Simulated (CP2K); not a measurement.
Pt under changes of volume

One of the cells (15.815 Å³/atom); the others are scaled copies at fixed shape and fractional positions:

```
CELL_PARAMETERS angstrom
2.76067 0.00000 0.00000
-1.38033 2.39081 0.00000
0.00000 0.00000 4.79213
ATOMIC_POSITIONS crystal
Pt 0.33333 0.66667 0.25000
Pt 0.66667 0.33333 0.75000
```

This isn't the form of Pt at room conditions, which is fcc.

```yaml
Program: CP2K 2026.2
Functional: PBE
Potentials_or_basis: POTENTIAL_UZH Pt GTH-PBE-q18; TZVP-MOLOPT-PBE-GTH basis
Density_cutoff: 6123 eV
k_mesh: 11 × 11 × 6
Occupations: fermi-dirac, width 0.05 eV
Spin: no spin polarisation
```

```tsv
volume (Å³/atom)	energy over the lowest point (meV/atom)	pressure (GPa)
14.866	?	?
15.182	17.36	10.3
15.498	3.23	4.4
15.815	0.00	-0.8
16.131	6.34	-5.3
16.447	21.08	-9.3
16.763	43.18	-12.8
```

Problem. What does the run at 14.866 Å³/atom give?

Solution. Energy over the lowest point 43.95 meV/atom; pressure 17.0 GPa.

Worked out: A Birch-Murnaghan fit of order 3 (a polynomial in V^(-2/3)) to the other rows has its minimum at 15.76 Å³/atom with B0 = V·E''(V) = 247 GPa and B' = 5.5 at fixed shape and positions, which overstates the stiffness. It gives 43.87 meV/atom at 14.866 Å³/atom, against the run's 43.95, and -dE/dV = 16.9 GPa, against 17.0.

Energies are extrapolated to zero smearing.

Caveats: the basis of atomic orbitals isn't converged, which shifts pressures, moduli and gaps.
